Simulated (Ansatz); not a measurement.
CdTe:

```
Te Cd
1.0
     0.00000    3.20500    3.20500
     3.20500    0.00000    3.20500
     3.20500    3.20500    0.00000
Te Cd
1 1
Direct
  0.75000 0.75000 0.75000
  0.00000 0.00000 0.00000
```

- Program: Ansatz 0.2.0
- Task: relaxation of cell and atoms
- Functional: revPBE
- Potentials or basis: all-electron LAPW, scalar-relativistic
- Basis error allowed: 0.001 eV/atom
- k mesh: 7 × 7 × 7
- Occupations: fermi-dirac, width 0.05 eV
- Spin: no spin polarisation

At the start: volume 32.92 Å³/atom.

**Question.** How do energy, volume and symmetry change on relaxing?

**Answer.** Over 5 steps the energy falls by 69.2 meV/atom and the volume is 37.46 Å³/atom (+13.8 %); space group F-43m (No. 216, to 0.05 Å).

The path:
| step | energy change (eV) | largest force (eV/Å) | volume (Å³) |
| --- | --- | --- | --- |
| 1 | 0.0000 | 0.0000 | 65.84 |
| 2 | -0.1374 | 0.0000 | 75.79 |
| 3 | -0.1384 | 0.0000 | 75.11 |
| 4 | -0.1384 | 0.0000 | 74.92 |
| 5 | -0.1384 | 0.0000 | 74.92 |

Final structure:
```cif
data_structure
_symmetry_space_group_name_H-M 'P 1'
_symmetry_Int_Tables_number 1
_cell_length_a 4.7318
_cell_length_b 4.7318
_cell_length_c 4.7318
_cell_angle_alpha 60.000
_cell_angle_beta 60.000
_cell_angle_gamma 60.000
_cell_volume 74.92
loop_
_atom_site_label
_atom_site_type_symbol
_atom_site_fract_x
_atom_site_fract_y
_atom_site_fract_z
_atom_site_occupancy
Te1 Te 0.75000 0.75000 0.75000 1
Cd1 Cd 0.00000 0.00000 0.00000 1
```
